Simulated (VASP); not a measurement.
Wanted: the native input for a VASP 6.6.1 run.

| Quantity | Value |
| --- | --- |
| Task | band structure |
| Functional | LDA |
| Potentials or basis | VASP PAW LDA potentials, release 64 (Zn, O) |
| Cutoff | 520 eV |
| k mesh | 9 × 9 × 5 |
| Occupations | gaussian, width 0.03 eV |
| Spin | no spin polarisation |
| Further INCAR settings | ALGO = Normal; EDIFF = 1e-06; NBANDS = 26 |

The structure of ZnO lies in POSCAR:

```
ZnO                                     
1.0
    3.2367619565      0.0000000000      0.0000000000
   -1.6183809782      2.8031180777      0.0000000000
    0.0000000000      0.0000000000      5.2238643743
  Zn              O             
     2     2
Direct
     0.3333333300000021    0.6666666699999979    0.4999835625462605
     0.6666666699999979    0.3333333300000021    0.9999835625462604
     0.6666666699999979    0.3333333300000021    0.3790264374537405
     0.3333333300000021    0.6666666699999979    0.8790264374537405
```

The input as run:

INCAR

```
PREC = Accurate
ENCUT = 520
EDIFF = 1E-6
ISMEAR = 0
SIGMA = 0.03
LREAL = False
LASPH = True
NELM = 80
ALGO = Normal
ISIF = 2
LWAVE = False
LCHARG = False
GGA = CA
NBANDS = 26
```

KPOINTS

```
Automatic mesh
0
Gamma
  9 9 5
```

KPOINTS_OPT

```
explicit points
186
Reciprocal
 0.0000000000  0.0000000000  0.0000000000 1
 0.0263157895  0.0000000000  0.0000000000 1
 0.0526315789  0.0000000000  0.0000000000 1
 0.0789473684  0.0000000000  0.0000000000 1
 0.1052631579  0.0000000000  0.0000000000 1
 0.1315789474  0.0000000000  0.0000000000 1
[... 178 lines left out ...]
 0.5000000000  0.0000000000  0.5000000000 1
 0.5000000000  0.0000000000  0.0000000000 1
```

Potentials or basis: VASP PAW LDA potentials, release 64 (Zn, O).

Launch:

```bash
$ cat potpaw_LDA.64/Zn/POTCAR potpaw_LDA.64/O/POTCAR > POTCAR
$ mpirun -np 1 vasp_std > vasp.out
```

Results of the run:

| Quantity | Value |
| --- | --- |
| Pressure | -5.5 GPa |
| Largest force | 0.004 eV/Å |
| Band gap on the k mesh | 0.74 eV, direct |
| Band gap along the path | 0.74 eV, direct |

Run time: 43 s on 1 thread of Intel(R) Xeon(R) 6975P-C (Granite Rapids) (shared host), peak memory 0.18 GiB.
